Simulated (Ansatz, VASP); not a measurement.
**CaH4: VASP beside Ansatz**

```
Ca H
1.0
     4.16454    0.00000    0.00000
     0.00000    4.16454    0.00000
     0.00000    0.00000    4.16454
Ca H
1 4
Direct
  0.00000 0.00000 0.00000
  0.50000 0.00000 0.00000
  0.00000 0.50000 0.00000
  0.00000 0.00000 0.50000
  0.50000 0.50000 0.50000
```

Alike in both runs: functional PBE; k mesh 6 × 6 × 6; occupations gaussian, width 0.1 eV; no spin polarisation.

Ansatz relaxed the structure, and its values are those at the end. VASP's run is a single point on that final structure, the one shown.

```csv
,VASP,Ansatz
version,VASP 6.6.1,Ansatz 0.2.0
potentials or method,"VASP PAW PBE potentials, release 64 (Ca_sv, H)","scalar-relativistic, plane waves, PAW"
plane-wave cutoff (eV),520,420
valence electrons in the cell,14,14
```

```tsv
	VASP	Ansatz	Ansatz less VASP
gap on the k mesh at the Fermi level (eV)	none	none	-
pressure (GPa)	0.0	0.0	+0.01
```

A gap of «none» marks a metal or a gap that the smearing closes.
